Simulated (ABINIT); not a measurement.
Runs of ABINIT 10.8.3 (patched build) on SnO. The structure is tetragonal, space group P4/nmm (No. 129). The conventional cell has a = 3.814 Å, b = 3.814 Å, c = 4.887 Å, α = 90.00°, β = 90.00°, γ = 90.00°. Around Sn (site symmetry 4mm) lie 4 O at 2.23 Å. Around O (site symmetry -4m2) lie 4 Sn at 2.23 Å. The cell is a database's computed one.

```tsv
task	level	potentials or basis	cell	k mesh	cutoff (eV)	fine-grid cutoff	cell freedom (optcell)	cutoff smearing ecutsm (Ha)	optimiser (ionmov)	force stop (Ha/bohr)	mesh quality	gap on the mesh (eV)	pressure (GPa)	relaxed volume (Å³/atom)	largest force (eV/Å)
band structure	TB-mBJ	JTH PAW LDA v2.0	as given	4 × 4 × 3	762	1360.57 eV	-	-	-	-	coarse	0.41	-	-	-
relaxation of cell and atoms	r2SCAN	JTH PAW PBE v2.0	relaxed	4 × 4 × 3	762	1360.57 eV	2	0.5	22	0.0005	coarse	0.41	-	17.97	-
single point	PBE	JTH PAW PBE v2.0	as given	7 × 7 × 6	626	1224.51 eV	-	-	-	-	not flagged	0.39	3.2	-	0.36
relaxation of cell and atoms	PBEsol	JTH PAW PBE v2.0	relaxed	5 × 5 × 4	626	1224.51 eV	2	0.5	22	0.0005	not flagged	0.37	-0.1	(b)	0.01
single point	PBEsol	JTH PAW PBE v2.0	as given	6 × 6 × 5	626	1224.51 eV	-	-	-	-	not flagged	0.14	-1.0	-	0.07
single point	PBEsol	JTH PAW PBE v2.0	as given	4 × 4 × 4	626	1224.51 eV	-	-	-	-	not flagged	0.14	(a)	-	0.09
band structure	r2SCAN	JTH PAW PBE v2.0	as given	7 × 7 × 6	762	1360.57 eV	-	-	-	-	not flagged	0.51	-	-	0.12
band structure	PBEsol	JTH PAW PBE v2.0 sp	as given	7 × 7 × 6	626	1224.51 eV	-	-	-	-	not flagged	0.35	0.2	-	0.23
relaxation of cell and atoms	PBEsol	JTH PAW PBE v2.0	relaxed	5 × 5 × 4	626	1224.51 eV	2	0.5	22	0.0001	not flagged	0.36	0.0	17.24	-
single point	LDA	JTH PAW LDA v2.0	as given	4 × 4 × 4	626	1224.51 eV	-	-	-	-	not flagged	0.24	-3.7	-	0.24
band structure	PBE	JTH PAW PBE v2.0 sp	as given	7 × 7 × 6	626	1224.51 eV	-	-	-	-	not flagged	0.38	4.1	-	0.50
```

Alike in all rows: no spin polarisation; smearing fermi-dirac 0.05 eV.

Problem. Fill in the values left out.

Solution. (a) -0.9; (b) 17.25.

Caveats: some runs use coarse meshes; spin-orbit coupling is left out, which moves the levels of the heavy elements; the PAW data sets were made with another functional, which shifts forces and pressure a little (some runs); an odd mesh through Γ misses points on the zone boundary, where band edges often lie (some runs); the mesh misses the band edges, which the band path finds closer together (some runs); this set keeps more shells in the core, which shifts pressures and gaps (some runs); the constant c of TB-mBJ comes from the pseudo density here, which moves gaps by up to 0.3 eV between sets of potentials (some runs).

A k mesh can miss the band edges, and the runs leave out spin-orbit coupling on Sn.

Not every run made on this cell is shown here.
